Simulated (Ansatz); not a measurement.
# BaS (Fm-3m) in Ansatz: further runs

One crystal, BaS, is run at these levels: PBEsol+D3(BJ), PBEsol+D4, RPBE+D3(BJ), RPBE+D4; tasks: relaxation of cell and atoms.

All numbers are computed with Ansatz 0.2.0; they aren't measurements. Logs are shortened: lines on timing, memory, paths and dates and some standing lists are left out, and cuts for length are marked.

## Step 1: The crystal as given

It takes space group Fm-3m (No. 225, cubic). The conventional cell has a = 6.388 Å, b = 6.388 Å, c = 6.388 Å, α = 90.00°, β = 90.00°, γ = 90.00°. Ba (site symmetry m-3m) has 6 S at 3.19 Å as nearest neighbours. Around S (site symmetry m-3m) lie 6 Ba at 3.19 Å.

## Step 2: Relaxation of cell and atoms, PBEsol+D3(BJ)

input.yaml

```yaml
crystal:
  lattice:
    - [0.0, 3.19375, 3.19375]
    - [3.19375, 0.0, 3.19375]
    - [3.19375, 3.19375, 0.0]
  atoms:
    - { symbol: Ba, position: [0.0, 0.0, 0.0] }
    - { symbol: S, position: [0.5, 0.5, 0.5] }
hamiltonian:
  xc: pbesol
  pseudopotentials: { kind: paw }
  dispersion: d3bj
kpoints:
  mp_grid: { grid: [7, 7, 7] }
scf:
  occupations: { method: fermi_dirac, width: 0.05 }
output:
  forces: true
  stress: true
relax:
  f_tol: 0.01
  max_steps: 40
  cell: { stress_tol: 0.05 }
```

Potentials or basis: Ansatz PAW.

The run is started by

```
ansatz run input.yaml --threads 2 --pin off --max-ram 5632MiB --backend cpu --events-out ev --progress --plain --runs-dir out
```

What it wrote:

```text
Warning: RAYON_NUM_THREADS=2 ignored (pool sized by the plan → 2); use --threads N
Engine: ansatz 0.2.0, x86_64-unknown-linux-gnu
Pseudopotentials: kind: paw
Pseudopotential: Ba, paw, valence charge 10, recommended cutoff 420 eV (normal), Ba.paw.azcp
Pseudopotential: S, paw, valence charge 6, recommended cutoff 420 eV (normal), S.paw.azcp
Functional definition: PBEsol
  exchange = pbesol_x
  correlation = pbesol_c
Crystal: 2 atoms, lattice volume = 65.153 Å³
Basis set: ecut = 420 eV, 1243 PW (Γ), exchange–correlation on 64×64×64 points (8 copies of the dense FFT grid, shifted against one another)
Bands: 12, of which v1, the nominal top of the filled ones, is band 8 counted from 1 (7 counted from 0)
Symmetry: 48 space group operations
Space group: Fm-3m (ITA 225), of the structure as read, at distance tolerance 4.0e-5 Å
k-points: 20 of 343
Non-local potential: Ba, projectors of the file, l = 0: 3, l = 1: 2, l = 2: 2, l = 3: 2
Non-local potential: S, projectors of the file, l = 0: 2, l = 1: 2, l = 2: 2
PAW form: soft (Blöchl's): semilocal exchange-correlation on the pseudo side does not see the compensation charge
PAW frozen core: Ba, regenerated for the run's functional, and the local potential with it (the file was generated under x = pbe(κ = 0.804, μ = 0.2195149727645171), c = pbe(β = 0.06672455060314922))
PAW frozen core: S, regenerated for the run's functional, and the local potential with it (the file was generated under x = pbe(κ = 0.804, μ = 0.2195149727645171), c = pbe(β = 0.06672455060314922))
PAW one-centre angular grid: Ba, 194 points (default); XC on 64 Gauss nodes
PAW one-centre angular grid: S, 110 points (default); XC on 64 Gauss nodes
Initial density: superposition of atomic densities (neutral atoms: chi_scale 0, normalization atom), corrected by the library's trained network
Initial wavefunctions: pseudopotential atomic-orbital guess
Functional: x = pbesol(κ = 0.804, μ = 0.12345679012345678), c = pbesol(β = 0.046)
SCF iter   1: F=—  HF=-6752.401069 eV  |F-HF|=—  |Δ(HF+E_count)|=         —  Δρ=4.45e-3  dr2=2.85e-2  ethr=1.77e-3  ⟨swp⟩=9.2  Hψ=1983  notcnv=0
preconditioner: auto → none  [insulator: Δε(μ)=2.009 eV  Ē_g=11.811 eV  σ=0.050 eV  W_gap=1.00  n_scr=14 (ndim 8)  ℏωp=17.2 eV  f_vac=0.000  D(μ)=0.00/eV (n_scr^D=0)  ε∞_Penn≈3.1]
SCF iter   2: F=—  HF=-6752.393459 eV  |F-HF|=—  |Δ(HF+E_count)|=   7.61e-3  Δρ=1.79e-3  dr2=2.99e-3  ethr=1.78e-4  ⟨swp⟩=3.0  Hψ=620  notcnv=0
SCF iter   3: F=—  HF=-6752.392563 eV  |F-HF|=—  |Δ(HF+E_count)|=   8.97e-4  Δρ=5.60e-4  dr2=1.75e-4  ethr=1.87e-5  ⟨swp⟩=2.0  Hψ=312  notcnv=0
SCF iter   4: F=—  HF=-6752.392576 eV  |F-HF|=—  |Δ(HF+E_count)|=   1.29e-5  Δρ=6.99e-5  dr2=2.50e-6  ethr=1.09e-6  ⟨swp⟩=2.0  Hψ=376  notcnv=0
SCF iter   5: F=—  HF=-6752.392568 eV  |F-HF|=—  |Δ(HF+E_count)|=   7.47e-6  Δρ=2.45e-5  dr2=7.31e-7  ethr=1.56e-8  ⟨swp⟩=2.5  Hψ=386  notcnv=0
SCF iter   6: F=-6752.392568 eV  HF=-6752.392568 eV  |F-HF|=3.13e-8  |Δ(HF+E_count)|=   2.15e-7  Δρ=5.96e-6  dr2=4.58e-8  ethr=6.25e-10  ⟨swp⟩=3.6  Hψ=958  notcnv=0
SCF 1 converged in 6 iterations: F = -6752.392568 eV  dr2 = 4.58e-8
relax step   1: F+E_penalty+E_count = -6752.39256782 eV  Δ(F+E_penalty+E_count) = +0.000e0 eV  max|allowed force component| = 1.923e-30 eV/Å  Δτ_max = 0.0000 Å  P = -2.721 GPa  Ω = 65.153 Å³  (6 SCF iters, dr2 threshold 1.00e-7 eV, accepted)
Crystal: 2 atoms, lattice volume = 60.054 Å³
Basis set: ecut = 420 eV, 1211 PW (Γ), exchange–correlation on 64×64×64 points (8 copies of the dense FFT grid, shifted against one another)
Initial density: handed on by an earlier stage of this run
Initial wavefunctions: those handed on with the density
iter 1 solved again at ethr=1.27e-5 eV; its pass at ethr=3.10e-3 eV (dr2=2.03e-3 eV) is discarded
SCF iter   1: F=—  HF=-6752.423357 eV  |F-HF|=—  |Δ(HF+E_count)|=         —  Δρ=1.42e-3  dr2=2.06e-3  ethr=1.27e-5  ⟨swp⟩=1.9  Hψ=2188  notcnv=0
preconditioner: auto → none  [insulator: Δε(μ)=1.966 eV  Ē_g=12.006 eV  σ=0.050 eV  W_gap=1.00  n_scr=14 (ndim 8)  ℏωp=17.9 eV  f_vac=0.000  D(μ)=0.00/eV (n_scr^D=0)  ε∞_Penn≈3.2]
SCF iter   2: F=—  HF=-6752.423445 eV  |F-HF|=—  |Δ(HF+E_count)|=   8.75e-5  Δρ=8.43e-4  dr2=5.12e-4  ethr=1.27e-5  ⟨swp⟩=2.9  Hψ=435  notcnv=0
SCF iter   3: F=—  HF=-6752.423612 eV  |F-HF|=—  |Δ(HF+E_count)|=   1.67e-4  Δρ=3.51e-4  dr2=9.24e-5  ethr=3.20e-6  ⟨swp⟩=2.0  Hψ=300  notcnv=0
SCF iter   4: F=—  HF=-6752.423652 eV  |F-HF|=—  |Δ(HF+E_count)|=   3.99e-5  Δρ=4.84e-5  dr2=1.86e-6  ethr=5.77e-7  ⟨swp⟩=2.2  Hψ=321  notcnv=0
SCF iter   5: F=-6752.423654 eV  HF=-6752.423654 eV  |F-HF|=2.52e-8  |Δ(HF+E_count)|=   1.79e-6  Δρ=1.05e-5  dr2=5.26e-8  ethr=1.25e-9  ⟨swp⟩=5.0  Hψ=948  notcnv=0
SCF 2 converged in 5 iterations: F = -6752.423654 eV  dr2 = 5.26e-8
relax step   2: F+E_penalty+E_count = -6752.42365369 eV  Δ(F+E_penalty+E_count) = -3.109e-2 eV  max|allowed force component| = 1.915e-30 eV/Å  Δτ_max = 0.0000 Å  P = +1.059 GPa  Ω = 60.054 Å³  energy of the carried Pulay correction = +6.165e-5 eV  (5 SCF iters, dr2 threshold 2.00e-7 eV, accepted)
Crystal: 2 atoms, lattice volume = 61.400 Å³
iter 1 solved again at ethr=1.08e-6 eV; its pass at ethr=3.10e-3 eV (dr2=1.73e-4 eV) is discarded
SCF iter   1: F=—  HF=-6752.427475 eV  |F-HF|=—  |Δ(HF+E_count)|=         —  Δρ=3.75e-4  dr2=1.44e-4  ethr=1.08e-6  ⟨swp⟩=2.0  Hψ=2080  notcnv=0
preconditioner: auto → none  [insulator: Δε(μ)=2.047 eV  Ē_g=11.970 eV  σ=0.050 eV  W_gap=1.00  n_scr=14 (ndim 8)  ℏωp=17.7 eV  f_vac=0.000  D(μ)=0.00/eV (n_scr^D=0)  ε∞_Penn≈3.2]
SCF iter   2: F=—  HF=-6752.427494 eV  |F-HF|=—  |Δ(HF+E_count)|=   1.97e-5  Δρ=2.26e-4  dr2=3.78e-5  ethr=9.01e-7  ⟨swp⟩=2.9  Hψ=400  notcnv=0
SCF iter   3: F=—  HF=-6752.427513 eV  |F-HF|=—  |Δ(HF+E_count)|=   1.81e-5  Δρ=9.63e-5  dr2=8.65e-6  ethr=2.36e-7  ⟨swp⟩=2.0  Hψ=309  notcnv=0
SCF iter   4: F=-6752.427514 eV  HF=-6752.427514 eV  |F-HF|=1.21e-7  |Δ(HF+E_count)|=   1.16e-6  Δρ=1.52e-5  dr2=1.68e-7  ethr=1.25e-9  ⟨swp⟩=3.9  Hψ=1055  notcnv=0
SCF 3 converged in 4 iterations: F = -6752.427514 eV  dr2 = 1.68e-7
relax step   3: F+E_penalty+E_count = -6752.42751379 eV  Δ(F+E_penalty+E_count) = -3.860e-3 eV  max|allowed force component| = 1.192e-30 eV/Å  Δτ_max = 0.0000 Å  P = -0.113 GPa  Ω = 61.400 Å³  energy of the carried Pulay correction = +4.489e-5 eV  (4 SCF iters, dr2 threshold 2.00e-7 eV, accepted)
Crystal: 2 atoms, lattice volume = 61.268 Å³
iter 1 solved again at ethr=1.17e-8 eV; its pass at ethr=3.10e-3 eV (dr2=1.87e-6 eV) is discarded
SCF iter   1: F=—  HF=-6752.427566 eV  |F-HF|=—  |Δ(HF+E_count)|=         —  Δρ=3.26e-5  dr2=1.38e-6  ethr=1.17e-8  ⟨swp⟩=2.1  Hψ=2007  notcnv=0
preconditioner: auto → none  [insulator: Δε(μ)=2.034 eV  Ē_g=11.973 eV  σ=0.050 eV  W_gap=1.00  n_scr=14 (ndim 8)  ℏωp=17.8 eV  f_vac=0.000  D(μ)=0.00/eV (n_scr^D=0)  ε∞_Penn≈3.2]
SCF iter   2: F=—  HF=-6752.427564 eV  |F-HF|=—  |Δ(HF+E_count)|=   1.81e-6  Δρ=2.01e-5  dr2=2.89e-7  ethr=8.63e-9  ⟨swp⟩=2.5  Hψ=370  notcnv=0
SCF iter   3: F=—  HF=-6752.427564 eV  |F-HF|=—  |Δ(HF+E_count)|=   1.11e-8  Δρ=7.65e-6  dr2=4.54e-8  ethr=1.80e-9  ⟨swp⟩=2.0  Hψ=301  notcnv=0
SCF iter   4: F=-6752.427564 eV  HF=-6752.427564 eV  |F-HF|=7.91e-10  |Δ(HF+E_count)|=   6.14e-9  Δρ=1.64e-6  dr2=1.53e-9  ethr=2.00e-10  ⟨swp⟩=4.0  Hψ=796  notcnv=0
SCF 4 converged in 4 iterations: F = -6752.427564 eV  dr2 = 1.53e-9
relax step   4: F+E_penalty+E_count = -6752.42756376 eV  Δ(F+E_penalty+E_count) = -4.997e-5 eV  max|allowed force component| = 1.134e-30 eV/Å  Δτ_max = 0.0000 Å  P = -0.004 GPa  Ω = 61.268 Å³  energy of the carried Pulay correction = +4.652e-5 eV  (4 SCF iters, dr2 threshold 3.20e-8 eV, accepted)
Basis set: ecut = 420 eV, 1243 PW (Γ), exchange–correlation on 60×60×60 points (8 copies of the dense FFT grid, shifted against one another)
Initial wavefunctions: pseudopotential atomic-orbital guess (no wavefunctions were taken with the density)
iter 1 solved again at ethr=9.61e-7 eV; its pass at ethr=3.10e-3 eV (dr2=1.54e-4 eV) is discarded
SCF iter   1: F=—  HF=-6752.427534 eV  |F-HF|=—  |Δ(HF+E_count)|=         —  Δρ=1.24e-5  dr2=1.26e-8  ethr=9.61e-7  ⟨swp⟩=2.3  Hψ=2511  notcnv=0
eigensolver tolerance schedule: the retry pair's looser diagonalisation over-reported the residual by 12179.38 of it (diagonalisation noise at an unbounded share of the residual, at the tolerance the schedule requests for it); recorded, not acted on — ethr = c·dr2/N_el stays at c = 1.0e-1
preconditioner: auto → none  [insulator: Δε(μ)=2.035 eV  Ē_g=11.973 eV  σ=0.050 eV  W_gap=1.00  n_scr=14 (ndim 8)  ℏωp=17.8 eV  f_vac=0.000  D(μ)=0.00/eV (n_scr^D=0)  ε∞_Penn≈3.2]
SCF iter   2: F=—  HF=-6752.427520 eV  |F-HF|=—  |Δ(HF+E_count)|=   1.40e-5  Δρ=6.35e-6  dr2=3.95e-9  ethr=7.89e-11  ⟨swp⟩=2.9  Hψ=529  notcnv=0
SCF iter   3: F=—  HF=-6752.427520 eV  |F-HF|=—  |Δ(HF+E_count)|=   1.23e-8  Δρ=2.69e-6  dr2=9.42e-10  ethr=2.47e-11  ⟨swp⟩=2.7  Hψ=376  notcnv=0
SCF iter   4: F=—  HF=-6752.427520 eV  |F-HF|=—  |Δ(HF+E_count)|=   2.82e-9  Δρ=3.16e-7  dr2=4.91e-11  ethr=5.89e-12  ⟨swp⟩=2.1  Hψ=332  notcnv=0
SCF iter   5: F=-6752.427520 eV  HF=-6752.427520 eV  |F-HF|=8.19e-12  |Δ(HF+E_count)|=  1.82e-12  Δρ=1.16e-7  dr2=1.20e-11  ethr=1.00e-12  ⟨swp⟩=5.8  Hψ=997  notcnv=0
SCF 5 converged in 5 iterations: F = -6752.427520 eV  dr2 = 1.20e-11
relax step   5: F+E_penalty+E_count = -6752.42751958 eV  Δ(F+E_penalty+E_count) = +4.418e-5 eV  max|allowed force component| = 9.450e-31 eV/Å  Δτ_max = 0.0000 Å  P = -0.004 GPa  Ω = 61.268 Å³  stress off target by 3.75e-3 GPa  SCF on the basis re-selected at this cell (its energy is not comparable with the rows above)  (5 SCF iters)
basis re-selected at this cell: Δ(F+E_penalty+E_count) = +4.418e-5 eV, ΔP = -0.000 GPa vs the last step (what re-selecting the basis moved, of the pressure what is left beyond the Pulay correction that the steps carried, after the strain that the cell walked since its last selection, with what the two solves' SCF thresholds leave and, on support functions, any second-order correction that the steps lacked; it is no measure of the basis error at this ecutwfc). The dense FFT grid was sized anew with the basis: this SCF ran on 30×30×30 points, the steps before it on 32×32×32, so part of this shift can come from that change (see relax.cell in the input reference). This SCF's stress stands 3.75e-3 GPa from its target on what of the cell is left free (relax.cell.stress_tol is 5.00e-2 GPa) and its largest allowed force component is 9.45e-31 eV/Å (relax.f_tol is 1.00e-2 eV/Å): within both
SCF converged after 5 iterations
Free energy (F): -6752.427520 eV
Harris-Foulkes:  -6752.427520 eV  (|F-HF|=8.19e-12)
Internal energy: -6752.427520 eV  (E = F + TS)
E sigma→0 (E₀):  -6752.427520 eV
Fermi energy:    7.303272 eV
--- Per-component energies (eV) ---
  E_band       = -41.876765
  E_kinetic    = 277.643710
  E_local      = -379.381658  (includes V_loc(G=0)·N_el)
  E_nonlocal   = 86.912317
  E_hartree    = 120.062376
  E_xc         = -264.674566
  E_vxc        = -225.166564  (∫ρ·V_xc dr)
  E_paw        = -5724.719614  (= ΣΔE_a)
  E_vpaw       = -42.009351  (= ΣTr[D̂ρ^β])
  E_aug_tail   = -0.000000  (compensation charges beyond the density's cutoff)
  E_ewald      = -867.842235
  E_disp       = -0.641232  (pairwise vdW)
  E_core_change = 0.213382  (= ΣΔE_core)
  E_smearing   = -0.000000  (= −TS)
  E_closure    = 0.000000  (closes the sum)
  Σ components = -6752.427520   (vs F -6752.427520, Δ=0.00e0)
--- Forces (eV/Å), atoms counted from 1 ---
  atom   1  Ba    -0.00000000     0.00000000    -0.00000000
  atom   2  S      0.00000000    -0.00000000    -0.00000000
  max |Σ_I F_I| component: 1.27e-30 eV/Å
--- Stress (GPa, compression-positive) ---
       -0.003752      -0.000000      -0.000000
       -0.000000      -0.003752      -0.000000
       -0.000000      -0.000000      -0.003752
  P = ⅓ Tr σ = -0.0038 GPa (-0.038 kbar)
--- Relaxed structure (4 steps of the walk, 4 accepted, 1 SCFs on fresh bases) ---
  F+E_penalty+E_count = -6752.42751958 eV   max|allowed force component| = 9.450e-31 eV/Å   (the final SCF, on the basis selected at the relaxed cell)
  cell:  # Å, volume = 61.2677 Å³
    - [-1.3247967285528534e-33, 3.1289629771988348, 3.1289629771988348]
    - [3.1289629771988348, -8.662132455922504e-34, 3.1289629771988348]
    - [3.1289629771988348, 3.1289629771988348, 1.1719355675659858e-33]
  atoms:
    - { symbol: Ba, position: [2.763891635781308e-35, -2.1357344458311549e-35, -2.6382601977916015e-35] }
    - { symbol: S, position: [0.5, 0.5, 0.5] }
```

Wall time 2.3 s (2 threads of Intel Xeon Platinum 8488C (Sapphire Rapids), shared host); peak memory 0.4 GiB.

What came out:

```
Free energy                            : -6752.4275 eV
Relaxed volume                         : 30.63 Å³/atom
Relaxed cell                           : a = 4.425 Å, b = 4.425 Å, c = 4.425 Å, α = 60.00°, β = 60.00°, γ = 60.00°
Space group after relaxing (to 0.05 Å) : Fm-3m (No. 225)
Energy gained by relaxing              : 17.5 meV/atom
Ionic steps                            : 5
Pressure after relaxing                : 0.0 GPa
Band gap on the k mesh                 : 2.03 eV
```

The path:
| step | energy change (eV) | largest force (eV/Å) | volume (Å³) |
| --- | --- | --- | --- |
| 1 | 0.0000 | 0.0000 | 65.15 |
| 2 | -0.0311 | 0.0000 | 60.05 |
| 3 | -0.0349 | 0.0000 | 61.40 |
| 4 | -0.0350 | 0.0000 | 61.27 |
| 5 | -0.0350 | 0.0000 | 61.27 |

Final structure:
```
CELL_PARAMETERS angstrom
0.00000 3.12896 3.12896
3.12896 0.00000 3.12896
3.12896 3.12896 0.00000
ATOMIC_POSITIONS crystal
Ba 0.00000 0.00000 0.00000
S 0.50000 0.50000 0.50000
```

Caveat: odd divisions of the mesh miss points on the zone boundary, where band edges often lie, so the gap on the mesh can be too wide; the plane-wave basis is chosen anew once the cell has moved, so the energies of steps on either side of that aren't comparable; spin-orbit coupling is left out, which moves the levels of the heavy elements; the PAW data sets come from PBE, with cores solved anew for the run's functional, which leaves a small shift of forces and pressure. A k mesh can miss the band edges.

## Step 3: Relaxation of cell and atoms, PBEsol+D4

input.yaml: that of step 2 with these lines changed.

```diff
@@ -11,3 +11,3 @@
   pseudopotentials: { kind: paw }
-  dispersion: d3bj
+  dispersion: d4
 kpoints:
```

Potentials or basis: Ansatz PAW.

The run is started by

```
ansatz run input.yaml --threads 2 --pin off --max-ram 5632MiB --backend cpu --events-out ev --progress --plain --runs-dir out
```

Wall time 2.7 s (2 threads of Intel Xeon Platinum 8488C (Sapphire Rapids), shared host); peak memory 0.4 GiB.

The run converged. Its results:

```yaml
Free_energy: -6752.0929 eV
Relaxed_volume: 31.21 Å³/atom
Relaxed_cell: a = 4.452 Å, b = 4.452 Å, c = 4.452 Å, α = 60.00°, β = 60.00°, γ = 60.00°
Space_group_after_relaxing_to_0.05_Å: Fm-3m (No. 225)
Energy_gained_by_relaxing: 8.4 meV/atom
Ionic_steps: 5
Pressure_after_relaxing: 0.0 GPa
Band_gap_on_the_k_mesh: 2.07 eV
```

Step by step:
```csv
step,energy change (eV),largest force (eV/Å),volume (Å³)
1,0.0000,0.0000,65.15
2,-0.0151,0.0000,61.58
3,-0.0169,0.0000,62.48
4,-0.0169,0.0000,62.41
5,-0.0168,0.0000,62.41
```

Final structure:
```
Ba S
1.0
     0.00000    3.14837    3.14837
     3.14837    0.00000    3.14837
     3.14837    3.14837    0.00000
Ba S
1 1
Direct
  0.00000 0.00000 0.00000
  0.50000 0.50000 0.50000
```

Caveat: odd divisions of the mesh miss points on the zone boundary, where band edges often lie, so the gap on the mesh can be too wide; the plane-wave basis is chosen anew once the cell has moved, so the energies of steps on either side of that aren't comparable; spin-orbit coupling is left out, which moves the levels of the heavy elements; the PAW data sets come from PBE, with cores solved anew for the run's functional, which leaves a small shift of forces and pressure.

(Part 1 of 2 ends here.)
